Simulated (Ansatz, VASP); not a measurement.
## Al in VASP and in Ansatz

The input INCAR:

```
SYSTEM = Al
  PREC = Accurate
  ENCUT = 520
  EDIFF = 1E-7
  ISMEAR = -1
  SIGMA = 0.05
  LREAL = .False.
  LASPH = .True.
  NELM = 100
  ALGO = Normal
  ISIF = 2
  LWAVE = .False.
  LCHARG = .False.
  GGA = PS
  NBANDS = 8
```

Contents of KPOINTS:

```
regular mesh
0
Gamma
  12 12 12
  0 0 0
```

POSCAR

```
Al
1.0
   -1.6224269796      1.6224269796      1.6224269796
    1.6224269796     -1.6224269796      1.6224269796
    1.6224269796      1.6224269796     -1.6224269796
Al
1
Direct
    0.0000000000      0.0000000000      0.0000000000
```

File input.yaml:

```yaml
crystal:
  lattice:
    - [-1.6224269796, 1.6224269796, 1.6224269796]
    - [1.6224269796, -1.6224269796, 1.6224269796]
    - [1.6224269796, 1.6224269796, -1.6224269796]
  atoms:
    - { symbol: Al, position: [0.0, 0.0, 0.0] }
hamiltonian:
  xc: pbesol
  pseudopotentials: { kind: paw }
kpoints:
  mp_grid: { grid: [12, 12, 12] }
scf:
  occupations: { method: fermi_dirac, width: 0.05 }
output:
  forces: true
  stress: true
  eigenvalues: true
```

Change from the starting cell: volume scaled by 1.06.

Alike in both runs: task single point; functional PBEsol; k mesh 12 × 12 × 12; occupations fermi-dirac, width 0.05 eV; no spin polarisation.

|  | VASP | Ansatz |
| --- | --- | --- |
| version | VASP 6.6.1 | Ansatz 0.2.0 |
| potentials or method | VASP PAW PBE potentials, release 64 (Al) | Ansatz PAW |
| plane-wave cutoff (eV) | 520 | 420 |
| valence electrons in the cell | 3 | 3 |

|  | VASP | Ansatz | Ansatz less VASP |
| --- | --- | --- | --- |
| gap on the k mesh at the Fermi level (eV) | none | none | - |
| pressure (GPa) | -2.0 | -2.0 | -0.05 |

A gap of «none» marks a metal or a gap that the smearing closes.

Caveats: the PAW data sets were made with another functional, which shifts forces and pressure a little (VASP); the PAW data sets come from PBE, with cores solved anew for the run's functional, which leaves a small shift of forces and pressure (Ansatz).
